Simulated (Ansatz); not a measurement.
**Notes on SnS**

```
CELL_PARAMETERS angstrom
11.25818 0.00000 0.00000
0.00000 3.91509 0.00000
0.00000 0.00000 4.62048
ATOMIC_POSITIONS crystal
Sn 0.62200 0.25000 0.37300
Sn 0.87800 0.75000 0.87300
Sn 0.12200 0.25000 0.12700
Sn 0.37800 0.75000 0.62700
S 0.84910 0.25000 0.50110
S 0.65090 0.75000 0.00110
S 0.34910 0.25000 0.99890
S 0.15090 0.75000 0.49890
```

Level: r2SCAN, no spin polarisation; 500 eV; 3×7×6 Γ-centred mesh; fermi-dirac occupations (width 0.0134 eV); Ansatz 0.2.0, fixed geometry.

(1) Where is the largest force?

(2) Is the cell too large or too small?

(3) Describe some of the short contacts.

(4) Metal or insulator? Give the gap.

(5) Which orbitals make up the band edges?

(6) How is the charge shared?

(7) Is it stable against the elements?

Origin: a known structure type with other elements, at an estimated volume, so it need not be a known compound. Caveats: no spin-orbit coupling, which can shift this gap by tenths of an eV.

## Answers

(1) The largest is on Sn1 (and as large on other atoms): 0.10 eV/Å, components (-0.10, 0.00, 0.04). It makes 146° with the line to a nearest neighbour, S5 at 2.62 Å, pointing away from it.

(2) The pressure is 0.6 GPa (compression positive), so with the atoms held at these fractions the cell would first expand.

(3) Sn–S at 2.62 Å: least valence density 0.39 e/Å³ and ELF 0.41 there. Both are smooth PAW fields, read partly inside the augmentation spheres.

(4) The gap is 1.10 eV, indirect (the least direct gap found is 1.51 eV).

(5) Within 0.7 eV of the edges, the states project mainly on S p (51 %), Sn s (33 %) and Sn p (14 %) below the gap and on Sn p (60 %) and S p (16 %) above it.

(6) Bader charges in e: Sn +1.01, S -1.01. In the mean Sn gives up most and S takes most.

(7) -0.49 eV an atom against the elements' usual phases (free molecules for gases, crystals otherwise, with no correction for O₂ or N₂), so it is bound against them; other compounds may still compete. Relaxing would lower it.
